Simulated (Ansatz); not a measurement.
BN: one input, then a changed one

The cell was built from the zincblende type and relaxed in the same program; it needn't be a known or the stable phase. The listed cell was then made from it by scaling, straining or moving an atom.

First run: DFT, PBE, all-electron LAPW, scalar-relativistic (Ansatz 0.2.0).

Command: `ansatz run input.yaml --threads 1 --pin off --max-ram 2048MiB --backend cpu --events-out ev --progress --plain --runs-dir out` The run took about 47 s on 1 thread of a shared machine.

```yaml
crystal:
  lattice:
    - [-0.0181235317, 1.8032914061, 1.8032914061]
    - [1.8032914061, -0.0181235317, 1.8032914061]
    - [1.8032914061, 1.8032914061, -0.0181235317]
  atoms:
    - { symbol: B, position: [0.0, 0.0, 0.0] }
    - { symbol: "N", position: [0.25, 0.25, 0.25] }
kpoints:
  mp_grid: { grid: [16, 16, 16] }
scf:
  occupations: { method: fermi_dirac, width: 0.03 }
hamiltonian:
  xc: pbe
  pseudopotentials: { kind: all_electron, lapw: { basis_error: 0.00025 } }
output:
  forces: true
  stress: true
  eigenvalues: true
```

Result: converged; pressure 0.12 GPa; largest force 0.035 eV/Å; gap on the k mesh 4.42 eV; 7 SCF iterations.

The input is then changed:

```diff
@@ -8,5 +8,5 @@
     - { symbol: "N", position: [0.25, 0.25, 0.25] }
 kpoints:
-  mp_grid: { grid: [16, 16, 16] }
+  mp_grid: { grid: [5, 5, 5], shift: [0.5, 0.5, 0.5] }
 scf:
   occupations: { method: fermi_dirac, width: 0.03 }
@@ -18,3 +18,4 @@
   stress: true
   eigenvalues: true
+accuracy: medium
```

**Question.** What does the second run give?

**Answer.** It converged; energy at zero smearing -0.3 meV/atom from the first run; pressure 0.11 GPa; largest force 0.056 eV/Å; gap on the k mesh 5.47 eV (the mesh can miss the band edges); 7 SCF iterations. Some of these settings are too coarse for converged properties.
